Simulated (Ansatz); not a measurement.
# HfO2: the cost of one run

Program: Ansatz 0.2.0. Level of theory: DFT PBE, scalar-relativistic, plane waves, PAW, unless a step names another level. These are calculated values, not measurements.

### 1 The starting structure

It takes space group I4_1/amd (No. 141, tetragonal). The conventional cell has a = 4.019 Å, b = 4.019 Å, c = 10.645 Å, α = 90.00°, β = 90.00°, γ = 90.00°. Hf (site symmetry -4m2) is surrounded by 6 O at 2.07 to 2.15 Å. Around O (site symmetry 2mm) lie 3 Hf at 2.07 to 2.15 Å.

Coordinates:

```
CELL_PARAMETERS angstrom
-2.00929 2.00929 5.32271
2.00929 -2.00929 5.32271
2.00929 2.00929 -5.32271
ATOMIC_POSITIONS crystal
Hf 0.00000 0.00000 0.00000
Hf 0.75000 0.25000 0.50000
O 0.79829 0.79829 0.00000
O 0.95171 0.45171 0.50000
O 0.54829 0.04829 0.50000
O 0.20171 0.20171 0.00000
```

The cell was relaxed beforehand at this level, from a generated guess; it is a trial structure. At a tolerance of 0.02 Å it has space group I4_1/amd (No. 141); it has 14.33 Å³/atom, an uncorrected energy of -3.46 eV/atom over the elements.

### 2 Bands, states and charges

Contents of input.yaml:

```yaml
crystal:
  lattice:
    - [-2.0092942631, 2.0092942631, 5.3227088938]
    - [2.0092942631, -2.0092942631, 5.3227088938]
    - [2.0092942631, 2.0092942631, -5.3227088938]
  atoms:
    - { symbol: Hf, position: [0.0, 0.0, 0.0] }
    - { symbol: Hf, position: [0.75, 0.25, 0.5] }
    - { symbol: O, position: [0.7982903604, 0.7982903604, 0.0] }
    - { symbol: O, position: [0.9517096396, 0.4517096396, 0.5] }
    - { symbol: O, position: [0.5482903604, 0.0482903604, 0.5] }
    - { symbol: O, position: [0.2017096396, 0.2017096396, 0.0] }
basis:
  ecutwfc: 420
kpoints:
  mp_grid: { grid: [8, 8, 8] }
  band_path:
    path:
      - [[0.0, 0.0, 0.0], [0.0, 0.0, 0.5], [0.25, 0.25, 0.25], [0.0, 0.5, 0.0], [0.0, 0.0, 0.0], [0.5, 0.5, -0.5], [0.28562556, 0.71437444, -0.28562556]]
      - [[-0.28562556, 0.28562556, 0.28562556], [0.0, 0.0, 0.0]]
      - [[0.0, 0.0, 0.5], [-0.07125111, 0.07125111, 0.5]]
      - [[0.5, 0.5, -0.07125111], [0.5, 0.5, -0.5]]
    npoints: 14
hamiltonian:
  xc: pbe
scf:
  occupations: { method: gaussian, width: 0.02 }
  n_extra_bands: 15
output:
  forces: true
  stress: true
  eigenvalues: true
  populations: true
  dos: { projected: true, de: 0.02, nscf_kmesh: { grid: [12, 12, 12] } }
  bader: true
```

The run is started by

```console
> ansatz run input.yaml --threads 1 --pin off --max-ram 2560MiB --backend cpu --events-out ev --progress --plain --runs-dir out
```

What time and memory should one allow on 1 thread of Arm Neoverse V1, shared host?

About 1.9 min, with a peak of 0.64 GiB.
